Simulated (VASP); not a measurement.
MgO: relaxation of cell and atoms with PBE

The system is MgO.

```
Mg O
1.0
     0.00000    2.12975    2.12975
     2.12975    0.00000    2.12975
     2.12975    2.12975    0.00000
Mg O
1 1
Direct
  0.00000 0.00000 0.00000
  0.50000 0.50000 0.50000
```

| Item | Value |
| --- | --- |
| Program | VASP 6.6.1 |
| Task | relaxation of cell and atoms |
| Functional | PBE |
| Potentials or basis | VASP PAW PBE potentials, release 64 (Mg, O) |
| Cutoff | 520 eV |
| k mesh | 12 × 12 × 12 |
| Occupations | gaussian, width 0.02 eV |
| Spin | no spin polarisation |
| Further INCAR settings | ALGO = Fast; EDIFF = 1e-07; IBRION = 2; EDIFFG = -0.15; NSW = 80; ISIF = 3 |

```json
{"Pressure after relaxing": "-1.4 GPa", "Band gap on the k mesh": "4.41 eV, direct"}
```

Final structure:
```xyz
2
Lattice="0.0000 2.1297 2.1297 2.1297 0.0000 2.1297 2.1297 2.1297 0.0000" Properties=species:S:1:pos:R:3 pbc="T T T"
Mg    0.0000    0.0000    0.0000
O     2.1297    2.1297    2.1297
```

Levels at points of the mesh, in eV from the valence-band top:
| k point | band 1 | band 2 | band 3 | band 4 | band 5 | band 6 | band 7 | band 8 |
| --- | --- | --- | --- | --- | --- | --- | --- | --- |
| (0.00, 0.00, 0.00) | -17.09 | 0.00 | 0.00 | 0.00 | 4.41 | 15.61 | 15.61 | 15.61 |
| (0.50, 0.00, 0.00) | -15.89 | -4.47 | -0.62 | -0.62 | 7.69 | 12.23 | 15.97 | 15.97 |
| (0.50, 0.50, 0.00) | -15.65 | -3.95 | -1.30 | -1.30 | 9.08 | 9.61 | 12.75 | 18.47 |

It took 5.2 s on 1 thread of Intel(R) Xeon(R) 6975P-C (Granite Rapids) (shared host), peak memory 0.14 GiB.

Caveat: the relaxation stopped at its first step, so nothing moved. A k mesh can miss the band edges.
